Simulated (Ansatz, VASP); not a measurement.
# Two plane-wave programs on HC4

File INCAR:

```
ALGO = Fast
DIPOL = 0.5 0.5 0.238
EDIFF = 1E-7
ENCUT = 520
GGA = PE
IDIPOL = 3
ISIF = 2
ISMEAR = 0
IVDW = 12
LASPH = T
LCHARG = F
LDIPOL = T
LREAL = F
LWAVE = F
NBANDS = 28
NELM = 100
PREC = Accurate
SIGMA = 0.1
```

File KPOINTS:

```
k-points
0
Gamma
  6 6 1
```

The input POSCAR:

```
HC4
1.0
    4.9314379195      0.0000000000      0.0000000000
   -2.4657189597      4.2707505154      0.0000000000
    0.0000000000      0.0000000000     18.0000000000
C H
8 2
Direct
    0.1666666667      0.3333333333      0.2222222222
    0.1666666667      0.8333333333      0.2222222222
    0.6666666667      0.3333333333      0.2222222222
    0.6666666667      0.8333333333      0.2222222222
    0.3333333333      0.1666666667      0.2222222222
    0.3333333333      0.6666666667      0.2222222222
    0.8333333333      0.1666666667      0.2222222222
    0.8333333333      0.6666666667      0.2222222222
    0.0358348613      0.4641651387      0.3005555556
    0.2974984720      0.2025015280      0.3005555556
```

Input for Ansatz:

```yaml
crystal:
  lattice:
    - [4.9314379195, 0.0, 0.0]
    - [-2.4657189597, 4.2707505154, 0.0]
    - [0.0, 0.0, 18.0]
  atoms:
    - { symbol: C, position: [0.1666666667, 0.3333333333, 0.2222222222] }
    - { symbol: C, position: [0.1666666667, 0.8333333333, 0.2222222222] }
    - { symbol: C, position: [0.6666666667, 0.3333333333, 0.2222222222] }
    - { symbol: C, position: [0.6666666667, 0.8333333333, 0.2222222222] }
    - { symbol: C, position: [0.3333333333, 0.1666666667, 0.2222222222] }
    - { symbol: C, position: [0.3333333333, 0.6666666667, 0.2222222222] }
    - { symbol: C, position: [0.8333333333, 0.1666666667, 0.2222222222] }
    - { symbol: C, position: [0.8333333333, 0.6666666667, 0.2222222222] }
    - { symbol: H, position: [0.0358348613, 0.4641651387, 0.3005555556] }
    - { symbol: H, position: [0.297498472, 0.202501528, 0.3005555556] }
basis:
  ecutwfc: 420
kpoints:
  mp_grid: { grid: [6, 6, 1] }
hamiltonian:
  xc: pbe
  dispersion: d3bj
scf:
  occupations: { method: gaussian, width: 0.1 }
output:
  forces: true
  eigenvalues: true
efield:
  axis: 3
  dipole_correction: true
  ramp_width: 0.04
```

Alike in both runs: task single point; functional PBE; dispersion D3(BJ); k mesh 6 × 6 × 1; occupations gaussian, width 0.1 eV; no spin polarisation.

|  | VASP | Ansatz |
| --- | --- | --- |
| version | VASP 6.6.1 | Ansatz 0.2.0 |
| potentials or method | VASP PAW PBE potentials, release 64 (C, H) | scalar-relativistic, plane waves, PAW |
| plane-wave cutoff (eV) | 520 | 420 |
| valence electrons in the cell | 34 | 34 |

```tsv
	VASP	Ansatz	Ansatz less VASP
gap on the k mesh at the Fermi level (eV)	none	none	-
rms of the force components (eV/Å)	1.026	1.026	+0.0003
work function, face that differs most (eV)	4.30	4.32	+0.018
```

Atom by atom the forces differ by 0.001 eV/Å (rms over components). A gap of «none» marks a metal or a gap that the smearing closes. The functional is the same, so the differences come from potentials, cutoffs and numerics.
